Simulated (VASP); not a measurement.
# C (Fd-3m) in VASP: notebook

The runs below take C through relaxation of the atoms, with PBE+D3(BJ).

Everything below comes from runs of VASP 6.6.1. Logs are shortened: lines on timing, memory, paths and dates and some standing lists are left out, and cuts for length are marked.

## 1. Starting point

Symmetry: Fd-3m, No. 227, cubic system. The conventional cell has a = 3.557 Å, b = 3.557 Å, c = 3.557 Å, α = 90.00°, β = 90.00°, γ = 90.00°. C (site symmetry -43m) has 4 C at 1.54 Å as nearest neighbours.

This isn't the form of C at room conditions, which is graphite.

## 2. Relaxation of the atoms, PBE+D3(BJ) (a relaxed cell with its volume scaled by 0.96)

INCAR

```
SYSTEM = C
PREC = Accurate ; ENCUT = 600
EDIFF = 1E-7 ; ISMEAR = 0
SIGMA = 0.03 ; LREAL = .FALSE.
LASPH = .TRUE. ; NELM = 80
ALGO = Normal ; ISIF = 2
LWAVE = .FALSE. ; LCHARG = .FALSE.
GGA = PE ; IVDW = 12
IBRION = 2 ; NSW = 40
EDIFFG = -0.01
```

KPOINTS

```
regular mesh
0
G
  14 14 14
  0 0 0
```

POSCAR

```
C                                       
1.0
    0.0000000000      1.7544108504      1.7544108504
    1.7544108504      0.0000000000      1.7544108504
    1.7544108504      1.7544108504      0.0000000000
  C             
     2
Direct
     0.0000000000000000    0.0000000000000000    0.0000000000000000
     0.2500000000000000    0.2500000000000000    0.2500000000000000
```

Potentials or basis: VASP PAW PBE potentials, release 64 (C).

Started as:

```console
cat potpaw_PBE.64/C/POTCAR > POTCAR
mpirun -np 1 vasp_std > vasp.out
```

OUTCAR:

```text
SYSTEM = C
   PREC = Accurate
   ENCUT = 600
   EDIFF = 1E-7
   ISMEAR = 0
   LREAL = .FALSE.
   LASPH = .TRUE.
   NELM = 80
   ISIF = 2
   GGA = PE
   IVDW = 12
   IBRION = 2
   NSW = 40
   EDIFFG = -0.01
 IVDW          = 12

 ion  position               nearest neighbor table
   1  0.000  0.000  0.000-   2 1.52   2 1.52   2 1.52   2 1.52
   2  0.250  0.250  0.250-   1 1.52   1 1.52   1 1.52   1 1.52

  LATTYP: Found a face centered cubic cell.
 ALAT       =     3.5088217008

  Lattice vectors:

 A1 = (   0.0000000000,   1.7544108504,   1.7544108504)
 A2 = (   1.7544108504,   0.0000000000,   1.7544108504)
 A3 = (   1.7544108504,   1.7544108504,   0.0000000000)

Analysis of symmetry for initial positions (statically):
=====================================================================
 Subroutine PRICEL returns:
 Original cell was already a primitive cell.

 Routine SETGRP: Setting up the symmetry group for a
 face centered cubic supercell.

 Subroutine GETGRP returns: Found 48 space group operations
 (whereof 24 operations were pure point group operations)
 out of a pool of 48 trial point group operations.

The static configuration has the point symmetry T_d .
 The point group associated with its full space group is O_h .

Analysis of symmetry for dynamics (positions and initial velocities):
=====================================================================
 Subroutine PRICEL returns:
 Original cell was already a primitive cell.

 Routine SETGRP: Setting up the symmetry group for a
 face centered cubic supercell.

 Subroutine GETGRP returns: Found 48 space group operations
 (whereof 24 operations were pure point group operations)
 out of a pool of 48 trial point group operations.

The dynamic configuration has the point symmetry T_d .
 The point group associated with its full space group is O_h .

 Subroutine INISYM returns: Found 48 space group operations
 (whereof 24 operations are pure point group operations),
 and found     1 'primitive' translations

----------------------------------------------------------------------------------------

                                     Primitive cell

  volume of cell :      10.8000

  direct lattice vectors                    reciprocal lattice vectors
     0.000000000  1.754410850  1.754410850    -0.284995957  0.284995957  0.284995957
     1.754410850  0.000000000  1.754410850     0.284995957 -0.284995957  0.284995957
     1.754410850  1.754410850  0.000000000     0.284995957  0.284995957 -0.284995957

  length of vectors
     2.481111619  2.481111619  2.481111619     0.493627478  0.493627478  0.493627478

  position of ions in fractional coordinates (direct lattice)
     0.000000000  0.000000000  0.000000000
     0.250000000  0.250000000  0.250000000

  ion indices of the primitive-cell ions
   primitive index   ion index
                 1           1
                 2           2

----------------------------------------------------------------------------------------

 KPOINTS: regular mesh

Automatic generation of k-mesh.
 Grid dimensions read from file:
 generate k-points for:   14   14   14

 Generating k-lattice:

  Cartesian coordinates                     Fractional coordinates (reciprocal lattice)
    -0.020356854  0.020356854  0.020356854     0.071428571  0.000000000  0.000000000
     0.020356854 -0.020356854  0.020356854     0.000000000  0.071428571  0.000000000
     0.020356854  0.020356854 -0.020356854     0.000000000  0.000000000  0.071428571

  Length of vectors
     0.035259106  0.035259106  0.035259106

  Shift w.r.t. Gamma in fractional coordinates (k-lattice)
     0.000000000  0.000000000  0.000000000

 Subroutine IBZKPT returns following result:
 ===========================================

 Found    104 irreducible k-points:

 Following reciprocal coordinates:
            Coordinates               Weight
  0.000000  0.000000  0.000000      1.000000
  0.071429  0.000000  0.000000      8.000000
  0.142857  0.000000  0.000000      8.000000
  0.214286  0.000000  0.000000      8.000000
  0.285714  0.000000  0.000000      8.000000
  0.357143  0.000000  0.000000      8.000000
[... 16 lines left out ...]
  0.214286  0.142857  0.000000     24.000000
  0.285714  0.142857  0.000000     24.000000
 [... further k-points ...]
   k-points           NKPTS =    104   k-points in BZ     NKDIM =    104   number of bands    NBANDS=      8
   number of dos      NEDOS =    301   number of ions     NIONS =      2
   total plane-waves  NPLWV =   8000
   dimension x,y,z NGX =    20 NGY =   20 NGZ =   20
   dimension x,y,z NGXF=    40 NGYF=   40 NGZF=   40
   ions per type =               2
   NGX,Y,Z   is equivalent  to a cutoff of  13.40, 13.40, 13.40 a.u.
   NGXF,Y,Z  is equivalent  to a cutoff of  26.80, 26.80, 26.80 a.u.
 SYSTEM =  C
   PREC   = accura    normal or accurate (medium, high low for compatibility)
   ISTART =      0    job   : 0-new  1-cont  2-samecut
   ICHARG =      2    charge: 1-file 2-atom 10-const
   ISPIN  =      1    spin polarized calculation?
   LNONCOLLINEAR =      F non collinear calculations
   LSORBIT =      F    spin-orbit coupling
   LASPH  =      T    aspherical Exc in radial PAW
   ENCUT  =  600.0 eV  44.10 Ry    6.64 a.u.   4.96  4.96  4.96*2*pi/ulx,y,z
   NELM   =     80;   NELMIN=  2; NELMDL= -5     # of ELM steps
   EDIFF  = 0.1E-06   stopping-criterion for ELM
   LREAL  =      F    real-space projection
   EDIFFG = -.1E-01   stopping-criterion for IOM
   NSW    =     40    number of steps for IOM
   IBRION =      2    ionic relax: 0-MD 1-quasi-New 2-CG
   NFREE  =      1    steps in history (QN), initial steepest desc. (CG)
   ISIF   =      2    stress and relaxation
   ISYM   =      2    0-nonsym 1-usesym 2-fastsym
   POTIM  = 0.5000    time-step for ionic-motion
   TEBEG  =    0.0;   TEEND  =   0.0 temperature during run
   PSTRESS=    0.0 pullay stress
   NELECT =       8.0000    total number of electrons
   NUPDOWN=      -1.0000    fix difference up-down
   EMIN   =  10.00;   EMAX   =-10.00  energy-range for DOS
   EFERMI =   0.00;   METHOD = LEGACY
   ISMEAR =     0;   SIGMA  =   0.03  broadening in eV -4-tet -1-fermi 0-gaus
   EFERMI_NEDOS =   21; number of points for ismear=-14 and -15
   IALGO  =     38    algorithm
   IMIX   =      4    mixing-type and parameters
     AMIX     =   0.40;   BMIX     =  1.00
     AMIX_MAG =   1.60;   BMIX_MAG =  1.00
  volume/ion in A,a.u.               =       5.40        36.44
  Fermi-wavevector in a.u.,A,eV,Ry     =   1.481256  2.799168 29.852815  2.194120
  Thomas-Fermi vector in A             =   2.595189
   LORBIT       =      0    0 simple, 1 ext, 2 COOP (PROOUT), +10 PAW based schemes
   GGA     = PE    functional components
   LHFCALC =     F    Hartree Fock is set to
   AEXX    =    0.0000 exact exchange contribution
   IVDW    =    12    specifies the selected vdW correction
   LEPSILON=     F    determine dielectric tensor
   LRPA    =     F    only Hartree local field effects (RPA)
 conjugate gradient relaxation of ions
 non-spin polarized calculation
 Gauss-broadening in eV      SIGMA  =   0.03
  energy-cutoff  :      600.00
  volume of cell :       10.80
 maximum number of plane-waves:       370
   NGX =  9   NGY =  9   NGZ =  9

 number of electron       7.9999999 magnetization

 Free energy of the ion-electron system (eV)
  ---------------------------------------------------
  ext. energy  EPLUGINS =         0.00000000
  ---------------------------------------------------
  free energy    TOTEN  =       -18.14269644 eV

  energy without entropy =      -18.14269644  energy(sigma->0) =      -18.14269644

 E-fermi :  10.6453     XC(G=0): -13.4987

 val. band max:       10.4521448447   @ k =   0.0000   0.0000   0.0000
 cond. band min:      14.6923211627   @ k =   0.3571   0.3571   0.0000
 fundamental gap:      4.2401763180
 Fermi energy:        10.6452775670

 k-point     1 :       0.0000    0.0000    0.0000
  band No.  band energies     occupation
      1     -11.6961      2.00000
      2      10.4521      2.00000
      3      10.4521      2.00000
      4      10.4521      2.00000
      5      16.1779      0.00000
      6      16.1779      0.00000
      7      16.1779      0.00000
      8      24.9272      0.00000

 k-point     2 :       0.0714    0.0000    0.0000
  band No.  band energies     occupation
      1     -11.5499      2.00000
      2       9.4801      2.00000
      3      10.1953      2.00000
      4      10.1953      2.00000
      5      16.5140      0.00000
      6      16.5140      0.00000
      7      16.7801      0.00000
      8      25.0203      0.00000

 k-point     3 :       0.1429    0.0000    0.0000
  band No.  band energies     occupation
      1     -11.1129      2.00000
      2       7.3612      2.00000
      3       9.6000      2.00000
      4       9.6000      2.00000
      5      17.2977      0.00000
      6      17.2977      0.00000
      7      17.8411      0.00000
      8      25.2884      0.00000

 k-point     4 :       0.2143    0.0000    0.0000
  band No.  band energies     occupation
      1     -10.3886      2.00000
      2       4.8869      2.00000
      3       8.9311      2.00000
      4       8.9311      2.00000
      5      18.1332      0.00000
      6      18.1332      0.00000
      7      18.7230      0.00000
      8      25.6834      0.00000

 k-point     5 :       0.2857    0.0000    0.0000
  band No.  band energies     occupation
      1      -9.3856      2.00000
      2       2.3697      2.00000
      3       8.3394      2.00000
      4       8.3394      2.00000
      5      18.7348      0.00000
      6      18.7348      0.00000
      7      19.3271      0.00000
      8      26.1003      0.00000
[... 177 lines left out ...]
 k-point    22 :       0.1429    0.1429    0.0000
  band No.  band energies     occupation
      1     -10.9188      2.00000
      2       8.2481      2.00000
      3       8.2481      2.00000
      4       8.7531      2.00000
      5      15.6598      0.00000
      6      19.0557      0.00000
      7      19.0557      0.00000
      8      24.4085      0.00000

 k-point    23 :       0.2143    0.1429    0.0000
  band No.  band energies     occupation
      1     -10.3876      2.00000
      2       6.5029      2.00000
      3       7.5302      2.00000
      4       8.3729      2.00000
      5      15.8404      0.00000
      6      20.0933      0.00000
      7      20.1026      0.00000
      8      23.7154      0.00000

 k-point    24 :       0.2857    0.1429    0.0000
  band No.  band energies     occupation
      1      -9.5733      2.00000
      2       4.2222      2.00000
      3       6.9647      2.00000
      4       7.7797      2.00000
      5      16.5420      0.00000
      6      20.8750      0.00000
      7      20.8842      0.00000
      8      23.3291      0.00000

 [... further k-points ...]

------------------------ aborting loop because EDIFF is reached ----------------------------------------

 Edisp (eV)   -0.40182

 E8    (eV) :    -0.1156

  FORCE on cell =-STRESS in cart. coord.  units (eV):
  Direction    XX          YY          ZZ          XY          YZ          ZX
  --------------------------------------------------------------------------------------
  -------------------------------------------------------------------------------------
  Total       1.31932     1.31932     1.31932     0.00000     0.00000    -0.00000
  in kB     195.72120   195.72120   195.72120     0.00000     0.00000    -0.00000
  external pressure =      195.72 kB  Pullay stress =        0.00 kB

 VOLUME and BASIS-vectors are now :
 -----------------------------------------------------------------------------
  energy-cutoff  :      600.00
  volume of cell :       10.80
      direct lattice vectors                 reciprocal lattice vectors
     0.000000000  1.754410850  1.754410850    -0.284995957  0.284995957  0.284995957
     1.754410850  0.000000000  1.754410850     0.284995957 -0.284995957  0.284995957
     1.754410850  1.754410850  0.000000000     0.284995957  0.284995957 -0.284995957

 POSITION                                       TOTAL-FORCE (eV/Angst)
 -----------------------------------------------------------------------------------
      0.00000      0.00000      0.00000        -0.000000     -0.000000     -0.000000
      0.87721      0.87721      0.87721         0.000000      0.000000      0.000000
 -----------------------------------------------------------------------------------
    total drift:                                0.000000      0.000000      0.000000

  FREE ENERGIE OF THE ION-ELECTRON SYSTEM (eV)
  ---------------------------------------------------
  free  energy   TOTEN  =       -18.5445136504 eV

  energy  without entropy=      -18.5445136504  energy(sigma->0) =      -18.54451365

 reached required accuracy - stopping structural energy minimisation
```

It took 4.1 s on 1 thread of Intel Xeon 6975P-C (Granite Rapids), shared host; peak memory 0.13 GiB.

What came out:

| Item | Value |
| --- | --- |
| Free energy | -18.5445 eV |
| Pressure after relaxing | 19.6 GPa |
| Band gap on the k mesh | 4.24 eV, indirect (least direct gap 5.73 eV) |
| Dispersion energy per atom | -0.201 eV |

Final structure:
```
C
1.0
     0.00000    1.75441    1.75441
     1.75441    0.00000    1.75441
     1.75441    1.75441    0.00000
C
2
Cartesian
  0.0000 0.0000 0.0000
  0.8772 0.8772 0.8772
```

Caveat: the relaxation stopped at its first step, so nothing moved. A k mesh can miss the band edges.

## 3. Relaxation of the atoms, PBE+D3(BJ) (a relaxed cell with its volume scaled by 0.98)

INCAR is that of step 2.

KPOINTS is that of step 2.

POSCAR

```
C                                       
1.0
    0.0000000000      1.7665106180      1.7665106180
    1.7665106180      0.0000000000      1.7665106180
    1.7665106180      1.7665106180      0.0000000000
  C             
     2
Direct
     0.0000000000000000    0.0000000000000000    0.0000000000000000
     0.2500000000000000    0.2500000000000000    0.2500000000000000
```

Potentials or basis: VASP PAW PBE potentials, release 64 (C).

Started as:

```console
cat potpaw_PBE.64/C/POTCAR > POTCAR
mpirun -np 1 vasp_std > vasp.out
```

OUTCAR:

```text
SYSTEM = C
   PREC = Accurate
   ENCUT = 600
   EDIFF = 1E-7
   ISMEAR = 0
   LREAL = .FALSE.
   LASPH = .TRUE.
   NELM = 80
   ISIF = 2
   GGA = PE
   IVDW = 12
   IBRION = 2
   NSW = 40
   EDIFFG = -0.01
 IVDW          = 12

 ion  position               nearest neighbor table
   1  0.000  0.000  0.000-   2 1.53   2 1.53   2 1.53   2 1.53
   2  0.250  0.250  0.250-   1 1.53   1 1.53   1 1.53   1 1.53

  LATTYP: Found a face centered cubic cell.
 ALAT       =     3.5330212360

  Lattice vectors:
[... 457 lines left out ...]

 Edisp (eV)   -0.39363

 E8    (eV) :    -0.1133

  FORCE on cell =-STRESS in cart. coord.  units (eV):
  Direction    XX          YY          ZZ          XY          YZ          ZX
  --------------------------------------------------------------------------------------
  -------------------------------------------------------------------------------------
  Total       0.64296     0.64296     0.64296     0.00000     0.00000    -0.00000
  in kB      93.43638    93.43638    93.43638     0.00000     0.00000    -0.00000
  external pressure =       93.44 kB  Pullay stress =        0.00 kB

 VOLUME and BASIS-vectors are now :
 -----------------------------------------------------------------------------
  energy-cutoff  :      600.00
  volume of cell :       11.03
      direct lattice vectors                 reciprocal lattice vectors
     0.000000000  1.766510618  1.766510618    -0.283043869  0.283043869  0.283043869
     1.766510618  0.000000000  1.766510618     0.283043869 -0.283043869  0.283043869
     1.766510618  1.766510618  0.000000000     0.283043869  0.283043869 -0.283043869

 POSITION                                       TOTAL-FORCE (eV/Angst)
 -----------------------------------------------------------------------------------
      0.00000      0.00000      0.00000        -0.000000     -0.000000     -0.000000
      0.88326      0.88326      0.88326         0.000000      0.000000      0.000000
 -----------------------------------------------------------------------------------
    total drift:                                0.000000      0.000000      0.000000

  FREE ENERGIE OF THE ION-ELECTRON SYSTEM (eV)
  ---------------------------------------------------
  free  energy   TOTEN  =       -18.5657529952 eV

  energy  without entropy=      -18.5657529952  energy(sigma->0) =      -18.56575300

 reached required accuracy - stopping structural energy minimisation
```

OSZICAR:

```text
N       E                     dE             d eps       ncg     rms          rms(c)
DAV:   1     0.424981783056E+01    0.42498E+01   -0.55068E+03  1696   0.111E+03
DAV:   2    -0.187205115214E+02   -0.22970E+02   -0.21909E+02  2536   0.126E+02
DAV:   3    -0.188660772006E+02   -0.14557E+00   -0.14557E+00  1824   0.134E+01
DAV:   4    -0.188662770218E+02   -0.19982E-03   -0.19982E-03  2400   0.530E-01
DAV:   5    -0.188662771390E+02   -0.11726E-06   -0.11726E-06  1776   0.714E-03    0.574E+00
DAV:   6    -0.183458049617E+02    0.52047E+00   -0.39736E-01  1736   0.508E+00    0.344E+00
DAV:   7    -0.181707987279E+02    0.17501E+00   -0.43579E-01  1944   0.544E+00    0.803E-01
DAV:   8    -0.181721010624E+02   -0.13023E-02   -0.18513E-03  1712   0.514E-01    0.479E-02
DAV:   9    -0.181721138112E+02   -0.12749E-04   -0.13295E-04  2408   0.103E-01    0.273E-02
DAV:  10    -0.181721262098E+02   -0.12399E-04   -0.13083E-05  1704   0.429E-02    0.652E-03
DAV:  11    -0.181721260628E+02    0.14706E-06   -0.38041E-08  2304   0.222E-03    0.131E-03
DAV:  12    -0.181721260567E+02    0.60878E-08   -0.96812E-09   840   0.128E-03
   1 F= -.18565753E+02 E0= -.18565753E+02  d E =-.185658E+02
```

CONTCAR:

```text
C
   1.00000000000000
     0.0000000000000000    1.7665106180000001    1.7665106180000001
     1.7665106180000001    0.0000000000000000    1.7665106180000001
     1.7665106180000001    1.7665106180000001    0.0000000000000000
  C
     2
Direct
     0.0000000000000000    0.0000000000000000    0.0000000000000000
     0.2500000000000000    0.2500000000000000    0.2500000000000000

  0.00000000E+00  0.00000000E+00  0.00000000E+00
  0.00000000E+00  0.00000000E+00  0.00000000E+00
```

It took 4.7 s on 1 thread of Intel Xeon 6975P-C (Granite Rapids), shared host; peak memory 0.13 GiB.

Results:

```
Free energy                : -18.5658 eV
Pressure after relaxing    : 9.3 GPa
Band gap on the k mesh     : 4.19 eV, indirect (least direct gap 5.67 eV)
Dispersion energy per atom : -0.197 eV
```

Final structure:
```xyz
2
Lattice="0.0000 1.7665 1.7665 1.7665 0.0000 1.7665 1.7665 1.7665 0.0000" Properties=species:S:1:pos:R:3 pbc="T T T"
C     0.0000    0.0000    0.0000
C     0.8833    0.8833    0.8833
```

Caveat: the relaxation stopped at its first step, so nothing moved.

(Part 1 of 2 ends here.)
